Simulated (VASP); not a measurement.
Set up this calculation in VASP 6.6.1, as the native input.

```yaml
Task: single point
Functional: PBE
Potentials_or_basis: VASP PAW PBE potentials, release 64 (Ga_d)
Cutoff: 900 eV
k_mesh: 18 × 18 × 14
Occupations: gaussian, width 0.1 eV
Spin: no spin polarisation
Further_INCAR_settings: ADDGRID = False; ALGO = Normal; EDIFF = 1e-08; NBANDS = 20
```

The structure of Ga lies in POSCAR:

```
Ga
1.0
    1.3830000000     -4.0265000000      0.0000000000
    1.3830000000      4.0265000000      0.0000000000
   -0.1174474948      0.0000000000      3.3299294416
Ga
2
Direct
    0.0863460000      0.8268100000      0.7848140000
    0.8777350000      0.1376800000      0.2531650000
```

This isn't the form of Ga at room conditions, which is orthorhombic.

The cell isn't the ideal one: grid = ENCUT=900 k=18x18x14 ISMEAR=0 SIGMA=0.1 PREC=Accurate EDIFF=1e-08 LREAL=False ADDGRID=False LASPH=True; atoms moved at random, drawn with an rms of 0.1 Å.

One way to write it, as run:

INCAR

```
PREC = Accurate
ENCUT = 900
EDIFF = 1E-8
ISMEAR = 0
SIGMA = 0.1
LREAL = False
LASPH = True
NELM = 100
ALGO = Normal
ISIF = 2
LWAVE = False
LCHARG = False
GGA = PE
NBANDS = 20
ADDGRID = False
```

KPOINTS

```
regular mesh
0
Gamma
  18 18 14
```

Potentials or basis: VASP PAW PBE potentials, release 64 (Ga_d).

Launch:

```sh
$ cat potpaw_PBE.64/Ga_d/POTCAR > POTCAR
$ mpirun -np 1 vasp_std > vasp.out
```

Results of the run:

| Property | Result |
| --- | --- |
| Pressure | 2.2 GPa |
| Largest force | 0.333 eV/Å |
| Band gap on the k mesh | none (metal or under the smearing width) |

It took 62 min on 1 thread of Intel(R) Xeon(R) Platinum 8259CL CPU @ 2.50GHz (Skylake/Cascade Lake), on a shared host, peak memory 2.7 GiB.
